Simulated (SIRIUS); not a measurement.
Input of a SIRIUS 7.12.0 run:

The input sirius.json:

```json
{
  "control": {
    "processing_unit": "cpu",
    "std_evp_solver_name": "lapack",
    "gen_evp_solver_name": "lapack",
    "verbosity": 2,
    "print_forces": true,
    "ortho_rf": true,
    "use_second_variation": true,
    "rmt_max": 3.0,
    "num_bands_to_print": 24,
    "save_wf": true
  },
  "parameters": {
    "electronic_structure_method": "full_potential_lapwlo",
    "xc_functionals": ["XC_LDA_X", "XC_LDA_C_PW"],
    "core_relativity": "dirac",
    "valence_relativity": "iora",
    "num_fv_states": 55,
    "smearing": "fermi_dirac",
    "smearing_width": 0.0018374661,
    "pw_cutoff": 20,
    "gk_cutoff": 3.37,
    "lmax_apw": 10,
    "lmax_rho": 8,
    "lmax_pot": 8,
    "num_mag_dims": 0,
    "auto_rmt": 0,
    "ngridk": [7, 7, 3],
    "shiftk": [0, 0, 0],
    "num_dft_iter": 80,
    "energy_tol": 1e-07,
    "density_tol": 1e-05,
    "use_symmetry": true
  },
  "settings": {"tol_ne": 1e-10},
  "iterative_solver": {"type": "exact"},
  "mixer": {"type": "anderson", "beta": 0.5, "max_history": 8},
  "unit_cell": {
    "lattice_vectors": [[6.8692206034, -4.525931863, 0.0], [6.8692206034, 4.525931863, 0.0], [0.0, 0.0, 18.506919418]],
    "atom_types": ["I"],
    "atom_files": {"I": "I.json"},
    "atoms": {
      "I": [[0.6493, 0.3507, 0.3844], [0.1493, 0.8507, 0.1156], [0.3507, 0.6493, 0.6156], [0.8507, 0.1493, 0.8844]]
    }
  }
}
```

File I.json:

```json
{
  "name": "iodine",
  "symbol": "I",
  "number": 53,
  "mass": 126.90447,
  "rmin": 1e-06,
  "rmt": 2.49,
  "nrmt": 800,
  "rinf": 13.27,
  "core": "1s2s2p3s3p3d4s",
  "valence": [
    {"basis": [{"enu": -0.12, "dme": 0, "n": 0, "auto": 0}, {"enu": -0.12, "dme": 1, "n": 0, "auto": 0}]},
    {"l": 0, "n": 1, "basis": [{"enu": -0.1605, "dme": 0, "n": 0, "auto": 0}]},
    {"l": 1, "n": 2, "basis": [{"enu": -0.02, "dme": 0, "n": 0, "auto": 0}]},
    {"l": 2, "n": 3, "basis": [{"enu": -0.02, "dme": 0, "n": 0, "auto": 0}]},
    {"l": 3, "n": 4, "basis": [{"enu": -0.02, "dme": 0, "n": 0, "auto": 0}]}
  ],
  "lo": [
    {
      "l": 0,
      "basis": [{"enu": -0.1605, "dme": 0, "n": 0, "auto": 0}, {"enu": -0.1605, "dme": 1, "n": 0, "auto": 0}]
    },
    {
      "l": 0,
      "basis": [{"enu": -0.1605, "dme": 1, "n": 0, "auto": 0}, {"enu": -0.1605, "dme": 2, "n": 0, "auto": 0}]
    },
    {
      "l": 0,
      "basis": [{"enu": -0.1605, "dme": 0, "n": 0, "auto": 0}, {"enu": 1.775, "dme": 0, "n": 0, "auto": 0}]
    },
    {"l": 1, "basis": [{"enu": -0.02, "dme": 0, "n": 0, "auto": 0}, {"enu": -0.02, "dme": 1, "n": 0, "auto": 0}]},
    {
      "l": 1,
      "basis": [{"enu": -4.4267, "dme": 0, "n": 4, "auto": 1}, {"enu": -4.4267, "dme": 1, "n": 4, "auto": 1}]
    },
    {
      "l": 1,
      "basis": [{"enu": -4.4267, "dme": 1, "n": 4, "auto": 1}, {"enu": -0.02, "dme": 0, "n": 0, "auto": 0}]
    },
    {
      "l": 1,
      "basis": [{"enu": -0.02, "dme": 0, "n": 0, "auto": 0}, {"enu": 2.9477, "dme": 0, "n": 0, "auto": 0}]
    },
    {"l": 2, "basis": [{"enu": -0.02, "dme": 0, "n": 0, "auto": 0}, {"enu": -0.02, "dme": 1, "n": 0, "auto": 0}]},
    {
      "l": 2,
      "basis": [{"enu": -1.6062, "dme": 0, "n": 4, "auto": 1}, {"enu": -1.6062, "dme": 1, "n": 4, "auto": 1}]
    },
    {
      "l": 2,
      "basis": [{"enu": -1.6062, "dme": 1, "n": 4, "auto": 1}, {"enu": -0.02, "dme": 0, "n": 0, "auto": 0}]
    },
    {
      "l": 2,
      "basis": [{"enu": -0.02, "dme": 0, "n": 0, "auto": 0}, {"enu": 3.3348, "dme": 0, "n": 0, "auto": 0}]
    },
    {"l": 3, "basis": [{"enu": -0.02, "dme": 0, "n": 0, "auto": 0}, {"enu": -0.02, "dme": 1, "n": 0, "auto": 0}]},
    {
      "l": 3,
      "basis": [{"enu": -0.02, "dme": 0, "n": 0, "auto": 0}, {"enu": 2.7864, "dme": 0, "n": 0, "auto": 0}]
    }
  ],
  "free_atom": [... radial grid and density of the free atom, the start of the SCF ...]
}
```

The input sirius_start.json:

```json
{
  "control": {
    "processing_unit": "cpu",
    "std_evp_solver_name": "lapack",
    "gen_evp_solver_name": "lapack",
    "verbosity": 1,
    "print_forces": false,
    "ortho_rf": true,
    "use_second_variation": true,
    "rmt_max": 3.0,
    "num_bands_to_print": 24,
    "save_wf": false
  },
  "parameters": {
    "electronic_structure_method": "full_potential_lapwlo",
    "xc_functionals": ["XC_LDA_X", "XC_LDA_C_PW"],
    "core_relativity": "dirac",
    "valence_relativity": "iora",
    "num_fv_states": 55,
    "smearing": "fermi_dirac",
    "smearing_width": 0.0055123983,
    "pw_cutoff": 20,
    "gk_cutoff": 2.7,
    "lmax_apw": 10,
    "lmax_rho": 8,
    "lmax_pot": 8,
    "num_mag_dims": 0,
    "auto_rmt": 0,
    "ngridk": [3, 3, 1],
    "shiftk": [0, 0, 0],
    "num_dft_iter": 30,
    "energy_tol": 0.01,
    "density_tol": 0.05,
    "use_symmetry": true
  },
  "settings": {"tol_ne": 1e-10},
  "iterative_solver": {"type": "exact"},
  "mixer": {"type": "anderson", "beta": 0.5, "max_history": 8},
  "unit_cell": {
    "lattice_vectors": [[6.8692206034, -4.525931863, 0.0], [6.8692206034, 4.525931863, 0.0], [0.0, 0.0, 18.506919418]],
    "atom_types": ["I"],
    "atom_files": {"I": "I.json"},
    "atoms": {
      "I": [[0.6493, 0.3507, 0.3844], [0.1493, 0.8507, 0.1156], [0.3507, 0.6493, 0.6156], [0.8507, 0.1493, 0.8844]]
    }
  }
}
```

File sirius_bands.json:

```json
{
  "control": {
    "processing_unit": "cpu",
    "std_evp_solver_name": "lapack",
    "gen_evp_solver_name": "lapack",
    "verbosity": 2,
    "print_forces": true,
    "ortho_rf": true,
    "use_second_variation": true,
    "rmt_max": 3.0,
    "num_bands_to_print": 24,
    "save_wf": true
  },
  "parameters": {
    "electronic_structure_method": "full_potential_lapwlo",
    "xc_functionals": ["XC_LDA_X", "XC_LDA_C_PW"],
    "core_relativity": "dirac",
    "valence_relativity": "iora",
    "num_fv_states": 55,
    "smearing": "fermi_dirac",
    "smearing_width": 0.0018374661,
    "pw_cutoff": 20,
    "gk_cutoff": 3.37,
    "lmax_apw": 10,
    "lmax_rho": 8,
    "lmax_pot": 8,
    "num_mag_dims": 0,
    "auto_rmt": 0,
    "ngridk": [7, 7, 3],
    "shiftk": [0, 0, 0],
    "num_dft_iter": 80,
    "energy_tol": 1e-07,
    "density_tol": 1e-05,
    "use_symmetry": true
  },
  "settings": {"tol_ne": 1e-10},
  "iterative_solver": {"type": "exact"},
  "mixer": {"type": "anderson", "beta": 0.5, "max_history": 8},
  "unit_cell": {
    "lattice_vectors": [[6.8692206034, -4.525931863, 0.0], [6.8692206034, 4.525931863, 0.0], [0.0, 0.0, 18.506919418]],
    "atom_types": ["I"],
    "atom_files": {"I": "I.json"},
    "atoms": {
      "I": [[0.6493, 0.3507, 0.3844], [0.1493, 0.8507, 0.1156], [0.3507, 0.6493, 0.6156], [0.8507, 0.1493, 0.8844]]
    }
  },
  "kpoints_rel": {
    "G": [0.0, 0.0, 0.0],
    "A": [0.3585278261, -0.3585278261, -0.5],
    "A1": [-0.3585278261, -0.6414721739, -0.5],
    "R": [0.0, -0.5, -0.5],
    "S": [0.0, -0.5, 0.0],
    "T": [-0.5, -0.5, -0.5],
    "X": [0.3585278261, -0.3585278261, 0.0],
    "X1": [-0.3585278261, -0.6414721739, 0.0],
    "Y": [-0.5, -0.5, 0.0],
    "Z": [0.0, 0.0, -0.5]
  },
  "kpoints_path": ["G", "X", "S", "R", "A", "Z", "G", "Y", "X1", "A1", "T", "Y"]
}
```

Potentials or basis: all-electron FP-LAPW, apw+lo standard.

Launch:

```console
$ OMP_NUM_THREADS=1 sirius.scf --input=sirius_start.json --output=start.json
$ OMP_NUM_THREADS=1 sirius.scf --input=sirius.json --output=output.json --task=1
$ OMP_NUM_THREADS=1 sirius.scf --input=sirius_bands.json --output=bands_out.json --task=2
```

Question: What does it give for the largest force?

Answer: 0.728 eV/Å.

Question: Predict the band gap on the k mesh.

Answer: 1.23 eV, indirect (least direct gap 1.31 eV).

Question: What does it give for the band gap along the path?

Answer: 1.20 eV, indirect (least direct gap 1.31 eV).

Levels at the corners of the path, in eV from the valence-band top:
```
point  band 42  band 43  band 44  band 45  band 46  band 47  band 48  band 49  band 50  band 51
    Γ    -1.16    -1.13    -0.58    -0.07    -0.02     1.30     2.15     4.97     5.11     5.25
    X    -2.34    -1.56    -1.01    -0.68    -0.23     1.60     1.83     6.08     6.27     7.25
    S    -1.70    -1.27    -1.27    -0.43    -0.43     2.19     2.19     5.25     5.25     7.25
    R    -1.76    -0.75    -0.75     0.00     0.00     1.59     1.59     5.61     5.61     6.40
    A    -2.70    -0.82    -0.82    -0.61    -0.61     1.68     1.68     6.65     6.65     6.86
    Z    -1.20    -1.05    -1.05    -0.04    -0.04     1.53     1.53     5.47     5.47     6.04
    Γ    -1.16    -1.13    -0.58    -0.07    -0.02     1.30     2.15     4.97     5.11     5.25
    Y    -1.98    -1.86    -1.39    -0.74    -0.29     1.21     1.77     4.99     5.73     5.90
   X1    -2.34    -1.56    -1.01    -0.68    -0.23     1.60     1.83     6.08     6.27     7.25
   A1    -2.70    -0.82    -0.82    -0.61    -0.61     1.68     1.68     6.65     6.65     6.86
    T    -1.89    -1.26    -1.26    -0.99    -0.99     1.33     1.33     5.93     5.93     6.95
    Y    -1.98    -1.86    -1.39    -0.74    -0.29     1.21     1.77     4.99     5.73     5.90
```

Caveat: spin-orbit coupling is left out, which moves the levels of the heavy elements. As with any semilocal functional, this LDA gap is likely too small.
